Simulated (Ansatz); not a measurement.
The parent structure is ZnTe in the zinc blende structure (space group F-43m, No. 216; a = 6.1792 Å).

(Cell as relaxed with PBE.)

Levels (all Ansatz, a quantum-chemistry and plane-wave program, PAW, earlier PAW set): PBE (420 eV, no SOC); r2SCAN (500 eV, no spin-orbit coupling).

Each level relaxes its own structure.

| base | PBE | r2SCAN |
|---|---|---|
| volume per atom | 29.49 Å³ | 28.58 Å³ |
| lattice parameter a | 6.179 Å | 6.115 Å |
| band gap | 1.07 eV | 1.78 eV |

The change: a hydrostatic pressure of 3 GPa.

| quantity | PBE | r2SCAN |
|---|---|---|
| valley order (the lowest conduction-band minima on the path, energy above the VBM, named in the base's zone) | Γ 1.35 eV; L along ⟨111⟩ 1.81 eV; a point along ⟨100⟩, about 0.9 Å⁻¹ from Γ 2.19 eV | ___ |
| mean gap deformation potential ΔEg/Δln V | -4.7 eV | ___ |
| electron mass | 0.090 mₑ (at Γ) | ___ |
| volume per atom | 27.77 Å³ | ___ |

**Question.** Predict the r2SCAN column.

**Answer.** 
- valley order (the lowest conduction-band minima on the path, energy above the VBM, named in the base's zone), r2SCAN: Γ 2.06 eV; L along ⟨111⟩ 2.28 eV; a point along ⟨100⟩, about 0.9 Å⁻¹ from Γ 2.45 eV
- mean gap deformation potential ΔEg/Δln V, r2SCAN: -5.1 eV
- electron mass, r2SCAN: 0.12 mₑ (at Γ)
- volume per atom, r2SCAN: 27.10 Å³

Both order the valleys alike; PBE's mean gap deformation potential ΔEg/Δln V lies 0.46 eV above r2SCAN's; PBE's volume per atom lies 0.67 Å³ above r2SCAN's (2.5 %). Neither level is exact; r2SCAN is the comparison here, not a measurement.

With Te present, leaving out spin-orbit coupling can change the band edges. Load acts through the strain it causes; cell and atoms are relaxed under it. Masses are band curvatures over ±0.01 Å⁻¹ around the edge. Whether these cells are dynamically stable was not tested. Tetrahedral semiconductors of this kind turn to denser phases somewhere between about 1 and 50 GPa; those were not computed, so compressed cells here can lie past the real transition.
